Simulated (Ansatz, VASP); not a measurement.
**One calculation of CoO, two programs**

The input INCAR:

```
PREC = Accurate
ENCUT = 520
EDIFF = 1E-6
ISMEAR = 0
SIGMA = 0.1
LREAL = False
LASPH = True
NELM = 150
ALGO = Normal
ISIF = 2
LWAVE = False
LCHARG = False
ISPIN = 2
MAGMOM = -2.3 2.3 0.18 -0.18
LORBIT = 11
LMAXMIX = 4
GGA = PS
NBANDS = 27
```

The input KPOINTS:

```
regular mesh
0
Gamma
  6 6 2
```

Contents of POSCAR:

```
CoO
1.0
    3.1976457435      0.0000000000      0.0000000000
   -1.5988228718      2.7692424462      0.0000000000
    0.0000000000      0.0000000000      5.2287097100
Co O
2 2
Direct
    0.0000000000      0.0000000000      0.0034741400
    0.3333333333      0.6666666667      0.5033624100
    0.0000000000      0.0000000000      0.3716088500
    0.3333333333      0.6666666667      0.8715556000
```

Input for Ansatz:

```yaml
crystal:
  lattice:
    - [3.1976457435, 0.0, 0.0]
    - [-1.5988228718, 2.7692424462, 0.0]
    - [0.0, 0.0, 5.22870971]
  atoms:
    - { symbol: Co, position: [0.0, 0.0, 0.00347414], spin: -2.3 }
    - { symbol: Co, position: [0.3333333333, 0.6666666667, 0.50336241], spin: 2.3 }
    - { symbol: O, position: [0.0, 0.0, 0.37160885], spin: 0.18 }
    - { symbol: O, position: [0.3333333333, 0.6666666667, 0.8715556], spin: -0.18 }
basis:
  ecutwfc: 420
kpoints:
  mp_grid: { grid: [6, 6, 2] }
hamiltonian:
  xc: pbesol
scf:
  occupations: { method: gaussian, width: 0.1 }
output:
  forces: true
  stress: true
  eigenvalues: true
  populations: true
magnetization:
  spin_polarized: true
```

Alike in both runs: task single point; functional PBEsol; k mesh 6 × 6 × 2; occupations gaussian, width 0.1 eV; collinear spin.

```csv
,VASP,Ansatz
version,VASP 6.6.1,Ansatz 0.2.0
potentials or method,"VASP PAW PBE potentials, release 64 (Co, O)","scalar-relativistic, plane waves, PAW"
plane-wave cutoff (eV),520,420
valence electrons in the cell,30,46
```

```csv
,VASP,Ansatz,Ansatz less VASP
gap on the k mesh at the Fermi level (eV),none,none,-
pressure (GPa),-9.8,-9.6,+0.22
largest component of the traceless stress (GPa),1.42,1.47,+0.051
rms of the force components (eV/Å),0.041,0.045,+0.0048
net moment per atom (μB),0.00,0.00,0.000
size of the moment on the site where the two differ most (μB),2.24,2.10,-0.146
```

Site moments also hang on the region over which each program counts them. Atom by atom the forces differ by 0.005 eV/Å (rms over components). A gap of «none» marks a metal or a gap that the smearing closes. With one functional, cell and mesh, what is left measures potentials, basis and numerics. The two sets of potentials don't hold the same shells in valence.

Caveats: the k mesh is coarse (spacing up to 0.60 Å⁻¹), so the values aren't converged; the PAW data sets were made with another functional, which shifts forces and pressure a little (VASP); semilocal functionals often make such compounds metallic where correlation or magnetic order opens a gap, which also shifts bond lengths.
